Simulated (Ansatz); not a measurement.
Deforming BaTiO$_{3}$

```
Ba Ti O
1.0
     2.82767    1.63255    2.31773
    -2.82767    1.63255    2.31773
     0.00000   -3.26511    2.31773
Ba Ti O
1 1 3
Cartesian
  0.0000 0.0000 0.0000
  0.0000 0.0000 3.5739
  0.0000 -1.5996 4.5536
  -1.3853 0.7998 4.5536
  1.3853 0.7998 4.5536
```

Atom numbers follow the list: Ba1, Ti2, O3, O4, O5.

The geometry is COD entry 9014756, unchecked; take it as a test cell.

Spin–orbit coupling is left out, though it moves levels of the heavy atoms by tenths of an eV or more.

The calculation used Ansatz 0.2.0, DFT, LDA, all-electron LAPW, scalar-relativistic.

Numerical set-up: a Γ-centred 9×9×9 k mesh, Fermi–Dirac smearing of 0.05 eV, basis error target 1 meV/atom, no spin polarisation.

The unchanged cell is at -5.96 GPa.

x, y and z are the Cartesian axes of the cell as listed; fractional coordinates follow a strain, and an engineering shear is twice the off-diagonal strain component.

Task: With this change (equal xy, yz and zx engineering shear strains of -2 %), what becomes of the energy and stress and forces and gap?

Result: Energy change +5 meV/atom; stress change (xx, yy, zz, yz, xz, xy) 0.12, 0.38, 0.23, 2.04, 1.90, 2.13 GPa, compression positive; change of the force on Ti2 (-0.281, -0.183, -0.013) eV/Å; gap on the k mesh 2.36 → 2.31 eV.

Task: With this change (equal xy, yz and zx engineering shear strains of +1 %), what becomes of the energy and stress and forces and gap?

Result: Energy change +1 meV/atom; stress change (xx, yy, zz, yz, xz, xy) 0.15, -0.03, 0.06, -0.97, -0.88, -1.01 GPa, compression positive; change of the force on Ti2 (0.128, 0.086, -0.003) eV/Å; gap on the k mesh 2.36 → 2.34 eV.

Task: With this change (equal xy, yz and zx engineering shear strains of +3 %), what becomes of the energy and stress and forces and gap?

Result: Energy change +10 meV/atom; stress change (xx, yy, zz, yz, xz, xy) 0.83, 0.25, 0.51, -2.84, -2.56, -2.94 GPa, compression positive; change of the force on Ti2 (0.364, 0.247, -0.029) eV/Å; gap on the k mesh 2.36 → 2.28 eV.
